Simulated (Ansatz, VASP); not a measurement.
## One calculation of C, two programs

```
C
1.0
     0.00000    1.76587    1.76587
     1.76587    0.00000    1.76587
     1.76587    1.76587    0.00000
C
2
Direct
  0.00000 0.00000 0.00000
  0.25000 0.25000 0.25000
```

Alike in both runs: functional LDA; k mesh 12 × 12 × 12; no spin polarisation.

Ansatz relaxed the structure, and its values are those at the end. VASP's run is a single point on that final structure, the one shown.

|  | VASP | Ansatz |
| --- | --- | --- |
| version | VASP 6.6.1 | Ansatz 0.2.0 |
| potentials or method | VASP PAW LDA potentials, release 64 (C) | scalar-relativistic, plane waves, PAW |
| plane-wave cutoff (eV) | 520 | 420 |
| occupations | gaussian, width 0.01 eV | fixed |
| valence electrons in the cell | 8 | 8 |

```csv
,VASP,Ansatz,Ansatz less VASP
gap on the k mesh at the Fermi level (eV),4.20,4.20,+0.001
least direct gap on the mesh (eV),5.63,5.62,-0.002
pressure (GPa),1.6,0.0,-1.63
```
